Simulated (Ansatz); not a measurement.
Sc in several cubic structure types, each at its own equilibrium volume.

These are results of PBE, plane waves, PAW datasets (generated hard set) in Ansatz, not measurements.

Settings: cutoff 700 eV; no spin polarisation; Fermi–Dirac smearing of 0.0612 eV; k-meshes 21³ (bcc), 15³ (diamond).

(1) Rank the structures by energy per atom, lowest first.
A. bcc
B. diamond

(2) Give the equilibrium volume and bulk modulus of each.

Results:

(1) A (0.0 meV/atom), B (1887 meV/atom).

(2) 
```tsv
structure	V₀ (Å³/atom)	B₀ (GPa)
bcc	24.89	53
diamond	34.45	8.4
```

Only these cubic types are compared here; the real ground state can be another structure or magnetic.

Model structures, not the usual forms at ambient conditions (metastable or hypothetical): Sc (bcc type), Sc (diamond type).
